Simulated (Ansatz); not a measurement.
**Chromium, dhcp under RPBE: ground state and equation of state**

The plan for chromium in the dhcp structure: relax it, solve it on a dense k-mesh, then scale the cell to 7 volumes from 88 to 112 % of the relaxed one and try a fit of the equation of state. The start is antiferromagnetic (alternate layers). The k-meshes are 14×14×4 for the relaxation; 19×19×5 for the dense run; 16×16×4 for the volumes.

Method: DFT RPBE, plane waves (420 eV) with PAW, scalar-relativistic; the PAW data stem from PBE, with regenerated cores, in Ansatz 0.2.0.

### 1 The starting structure

It takes space group P6_3/mmc (No. 194, hexagonal). Conventional cell: a = 2.569 Å, b = 2.569 Å, c = 8.391 Å, α = 90.00°, β = 90.00°, γ = 120.00°. Cr (site symmetry -3m) has 12 Cr at 2.57 Å as nearest neighbours. Around Cr (site symmetry -6m2) lie 12 Cr at 2.57 Å.

Coordinates:

```
CELL_PARAMETERS angstrom
2.56926 0.00000 0.00000
-1.28463 2.22504 0.00000
0.00000 0.00000 8.39120
ATOMIC_POSITIONS crystal
Cr 0.00000 0.00000 0.00000
Cr 0.00000 0.00000 0.50000
Cr 0.33333 0.66667 0.25000
Cr 0.66667 0.33333 0.75000
```

The atoms start with moments of +1.5 ×2, -1.5 ×2 μB.

### 2 Relaxing cell and atoms

The input, input.yaml:

```yaml
crystal:
  lattice:
    - [2.569259227, 0.0, 0.0]
    - [-1.2846296135, 2.2250437595, 0.0]
    - [0.0, 0.0, 8.3912006354]
  atoms:
    - { symbol: Cr, position: [0.0, 0.0, 0.0], spin: 1.5 }
    - { symbol: Cr, position: [0.0, 0.0, 0.5], spin: 1.5 }
    - { symbol: Cr, position: [0.3333333333, 0.6666666667, 0.25], spin: -1.5 }
    - { symbol: Cr, position: [0.6666666667, 0.3333333333, 0.75], spin: -1.5 }
hamiltonian:
  xc: rpbe
  pseudopotentials:
    kind: paw
    azcp:
      Cr: "pseudopotentials/Cr.paw.azcp"
basis:
  ecutwfc: 420
  fft_grid_basis: typed
kpoints:
  mp_grid: { grid: [14, 14, 4], shift: [0, 0, 0] }
magnetization:
  spin_polarized: true
scf:
  occupations: { method: fermi_dirac, width: 0.05 }
relax:
  max_steps: 60
  f_tol: 0.01
  cell: {}
output:
  write_density: true
  write_potential: true
  elf: true
  volumetric_format: npy
```

Further steps of the session: Single point on a dense mesh; The cell scaled to 88 % of its volume; The cell scaled to 92 % of its volume; The cell scaled to 96 % of its volume; The cell scaled to 100 % of its volume; The cell scaled to 104 % of its volume; The cell scaled to 108 % of its volume; The cell scaled to 112 % of its volume.

**Question.** What will these runs give? Wanted: space group; conventional cell; volume; shortest distance; gap on the mesh; magnetic state; relative to bcc, antiferromagnetic; V₀, B₀, B₀′.

The runs gave:

| quantity | value |
| --- | --- |
| space group (spins left aside) | P6_3/mmc (No. 194) |
| conventional cell | a = 2.514 Å, c = 8.879 Å (c/a = 3.531) |
| volume | 12.155 Å³/atom |
| shortest distance | 2.514 Å |
| gap on the mesh | none (levels filled in part) |
| magnetic state | non-magnetic |
| relative to bcc, antiferromagnetic | +423 meV/atom |
| V₀, B₀, B₀′ | 12.152 Å³/atom, 223 GPa, 4.2 |

**Reading.** From the guessed start the volume grew by 1.4 % in 9 steps. Against the reference form of chromium (bcc, antiferromagnetic, computed apart with the same settings) it stands 423 meV/atom higher; part of this is magnetic energy, as this run has no moments. The starting moments do not survive. No gap shows: it is a metal or semimetal at this level. The fitted modulus is 223 GPa; letting shape and positions relax at each volume could only lower it. Relaxation kept the symmetry; phonons were not checked.
